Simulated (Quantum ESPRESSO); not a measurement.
## BN in Quantum ESPRESSO: the effect of target pressure

BN:

```
N B
1.0
     0.00000    1.81300    1.81300
     1.81300    0.00000    1.81300
     1.81300    1.81300    0.00000
N B
1 1
Direct
  0.25000 0.25000 0.25000
  0.00000 0.00000 0.00000
```

The cell is a database's computed one.

Alike in all runs:

- Program: Quantum ESPRESSO 7.5
- Task: phonons
- Functional: PBEsol
- Potentials or basis: PseudoDojo 0.4.1 SR PBEsol standard
- Cutoff: 1143 eV
- Density cutoff: 4572 eV
- k mesh: 8 × 8 × 8, shifted
- Occupations: fermi-dirac, width 0.05 eV
- Spin: no spin polarisation

Each run relaxes the cell or the atoms first.

Question: One run gave: relaxed volume 5.02 Å³/atom; dielectric constant 4.44 mean; highest phonon frequency 1264 cm⁻¹. Which target pressure did it use?
A. 25 GPa
B. 0 GPa
C. 10 GPa
D. 80 GPa

Answer: D.

| target pressure | relaxed volume (Å³/atom) | dielectric constant (mean) | highest phonon frequency (cm⁻¹) |
| --- | --- | --- | --- |
| 0 GPa | 5.87 | 4.57 | 1049 |
| 10 GPa | 5.72 | 4.54 | 1081 |
| 25 GPa | 5.54 | 4.51 | 1126 |
| 80 GPa | 5.02 | 4.44 | 1264 |

Caveats: the cell is more than 3 GPa from zero pressure, which shifts response properties (some runs); the volume moved by over 15 % at a fixed basis, so the end points are rough (some runs).
